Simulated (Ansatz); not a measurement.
The system is In2O3.

```
In O
1.0
     2.74350    1.58396    4.83667
    -2.74350    1.58396    4.83667
     0.00000   -3.16792    4.83667
In O
4 6
Cartesian
  0.0000 0.0000 12.4396
  0.0000 0.0000 9.3254
  0.0000 0.0000 2.0704
  0.0000 0.0000 5.1846
  -1.9259 -0.1679 6.0458
  0.8176 1.7519 6.0458
  1.1084 -1.5840 6.0458
  1.9259 0.1679 8.4642
  -0.8176 -1.7519 8.4642
  -1.1084 1.5840 8.4642
```

A run of Ansatz 0.2.0 on this cell left the log below. Logs are shortened: lines on timing, memory, paths and dates and some standing lists are left out, and cuts for length are marked.

```text
Warning: RAYON_NUM_THREADS=4 ignored (pool sized by the plan → 4); use --threads N
Engine: ansatz 0.2.0, aarch64-unknown-linux-gnu
Pseudopotentials: kind: paw
Pseudopotential: In, paw, valence charge 13, recommended cutoff 420 eV (normal), In.paw.azcp
Pseudopotential: O, paw, valence charge 6, recommended cutoff 420 eV (normal), O.paw.azcp
Functional definition: PBE
  parameter kappa = 0.804
  parameter beta = 0.06672455060314922
  exchange = pbe_x(kappa = kappa, mu = beta*pi^2/3)
  correlation = pbe_c(beta = beta)
Crystal: 10 atoms, lattice volume = 126.109 Å³
Basis set: ecut = 420 eV, 2453 PW (Γ), exchange–correlation on 80×80×80 points (8 copies of the dense FFT grid, shifted against one another)
Bands: 54, of which v1, the nominal top of the filled ones, is band 44 counted from 1 (43 counted from 0)
Symmetry: 12 space group operations
Space group: R-3c (ITA 167), of the structure as read, at distance tolerance 5.0e-5 Å
k-points: 32 of 216
[... 134 lines left out ...]
  P = ⅓ Tr σ = 0.0176 GPa (0.176 kbar)
--- Band table (eV; the first three rows and the last of 32) ---
  k-point 0: bands = ["-9.0673", "-8.2681", "-8.2681", "-8.0705", "-8.0705", "-7.9899", "-4.0684", "-4.0684", "-3.9469", "-3.9346", "-3.9346", "-3.8205", "-3.7993", "-3.7993", "-3.7658", "-3.7658", "-3.7233", "-3.7233", "-3.6256", "-3.6213", "-3.6213", "-3.6125", "-3.3430", "-3.3430", "-2.7024", "-2.7024", "2.8037", "3.1847", "4.4480", "4.4480", "5.1430", "5.3864", "5.7771", "5.7771", "5.9759", "7.5425", "7.5425", "7.8194", "7.9255", "7.9255", "8.0311", "8.0311", "8.1974", "8.1974", "9.2414", "13.6040", "14.1313", "15.2296", "17.1219", "17.1618", "17.1618", "17.6029", "17.9262", "17.9262"]
  k-point 1: bands = ["-8.9975", "-8.2593", "-8.2542", "-8.1322", "-8.0855", "-8.0143", "-4.0530", "-4.0418", "-3.9644", "-3.9403", "-3.9182", "-3.8357", "-3.7914", "-3.7895", "-3.7806", "-3.7667", "-3.7320", "-3.7197", "-3.6412", "-3.6189", "-3.6188", "-3.5454", "-3.3683", "-3.3293", "-2.8037", "-2.7359", "2.9182", "3.1764", "4.1141", "4.7954", "4.9549", "5.6137", "5.8630", "6.1521", "6.3793", "6.7664", "7.4361", "7.4796", "7.7956", "7.7987", "7.9906", "8.0519", "8.0943", "8.2218", "10.1537", "13.8721", "14.0019", "14.9570", "16.1553", "16.8336", "17.5306", "17.6191", "18.3611", "18.4913"]
  k-point 2: bands = ["-8.8082", "-8.3097", "-8.2280", "-8.2132", "-8.1262", "-8.0739", "-4.0342", "-4.0035", "-3.9525", "-3.9323", "-3.8968", "-3.8532", "-3.8236", "-3.8057", "-3.7759", "-3.7700", "-3.7214", "-3.7005", "-3.6742", "-3.6196", "-3.6128", "-3.4699", "-3.3432", "-3.2871", "-3.0078", "-2.8563", "3.1787", "3.3935", "3.6748", "4.8151", "5.3607", "5.6880", "5.8723", "6.3365", "6.7111", "6.8205", "7.1061", "7.1224", "7.6234", "7.6537", "7.7012", "7.7628", "8.1464", "8.2722", "11.5531", "13.7982", "13.9378", "14.2587", "15.8963", "16.4746", "17.3116", "18.0206", "18.1153", "18.3389"]
  k-point 31: bands = ["-8.5594", "-8.5594", "-8.1717", "-8.1717", "-8.1717", "-8.1717", "-3.9860", "-3.9860", "-3.9659", "-3.9659", "-3.9659", "-3.9659", "-3.8211", "-3.8211", "-3.8211", "-3.8211", "-3.6343", "-3.6343", "-3.6343", "-3.6343", "-3.5334", "-3.5334", "-3.0946", "-3.0946", "-3.0946", "-3.0946", "3.4666", "3.4666", "4.7475", "4.7475", "5.4991", "5.4991", "5.4991", "5.4991", "6.4046", "6.4046", "7.2407", "7.2407", "7.2407", "7.2407", "8.0869", "8.0869", "8.0869", "8.0869", "12.3767", "12.3767", "15.0051", "15.0051", "16.3740", "16.3740", "17.7586", "17.7586", "17.7586", "17.7586"]
--- Relaxed structure (6 steps of the walk, 6 accepted, 2 SCFs on fresh bases) ---
  F+E_penalty+E_count = -25796.45776758 eV   max|allowed force component| = 1.327e-4 eV/Å   (the final SCF, on the basis selected at the relaxed cell)
  cell:  # Å, volume = 132.4105 Å³
    - [2.7876234338652766, 1.6094351399414264, 4.9188513125596955]
    - [-2.7876234338652766, 1.6094351399414264, 4.9188513125596955]
    - [1.184032636376743e-17, -3.218870279882853, 4.9188513125596955]
  atoms:
    - { symbol: In, position: [0.8572074519375726, 0.8572074519375726, 0.8572074519375726] }
    - { symbol: In, position: [0.6427925480624279, 0.6427925480624279, 0.6427925480624279] }
    - { symbol: In, position: [0.14279254806242764, 0.14279254806242764, 0.14279254806242764] }
    - { symbol: In, position: [0.3572074519375725, 0.3572074519375725, 0.3572074519375725] }
    - { symbol: O, position: [0.04654765151167789, 0.75, 0.4534523484883224] }
    - { symbol: O, position: [0.75, 0.4534523484883224, 0.046547651511677834] }
    - { symbol: O, position: [0.4534523484883224, 0.04654765151167778, 0.7500000000000002] }
    - { symbol: O, position: [0.9534523484883224, 0.2500000000000003, 0.5465476515116781] }
    - { symbol: O, position: [0.2500000000000002, 0.5465476515116781, 0.9534523484883225] }
    - { symbol: O, position: [0.5465476515116781, 0.9534523484883225, 0.2500000000000002] }
```

Write the input and the command behind it.

Relaxation of cell and atoms with PBE, no spin polarisation. The files as run (others can give the same):

input.yaml
```yaml
crystal:
  lattice:
    - [2.7435, 1.5839604635, 4.8366666667]
    - [-2.7435, 1.5839604635, 4.8366666667]
    - [0.0, -3.167920927, 4.8366666667]
  atoms:
    - { symbol: In, position: [0.85731, 0.85731, 0.85731] }
    - { symbol: In, position: [0.64269, 0.64269, 0.64269] }
    - { symbol: In, position: [0.14269, 0.14269, 0.14269] }
    - { symbol: In, position: [0.35731, 0.35731, 0.35731] }
    - { symbol: O, position: [0.048, 0.75, 0.452] }
    - { symbol: O, position: [0.75, 0.452, 0.048] }
    - { symbol: O, position: [0.452, 0.048, 0.75] }
    - { symbol: O, position: [0.952, 0.25, 0.548] }
    - { symbol: O, position: [0.25, 0.548, 0.952] }
    - { symbol: O, position: [0.548, 0.952, 0.25] }
hamiltonian:
  xc: pbe
  pseudopotentials: { kind: paw }
kpoints:
  mp_grid: { grid: [6, 6, 6] }
scf:
  occupations: { method: fermi_dirac, width: 0.05 }
output:
  forces: true
  stress: true
  eigenvalues: true
relax:
  f_tol: 0.01
  max_steps: 40
  cell: { stress_tol: 0.05 }
```

Potentials or basis: Ansatz PAW.
The run is started by
```bash
$ ansatz run input.yaml --threads 4 --pin off --max-ram 11264MiB --backend cpu --events-out ev --progress --plain --runs-dir out
```

Caveat: the plane-wave basis is chosen anew once the cell has moved, so the energies of steps on either side of that aren't comparable; the pressure holds a Pulay correction of +0.7 GPa for the finite cutoff; spin-orbit coupling is left out, which moves the levels of the heavy elements.
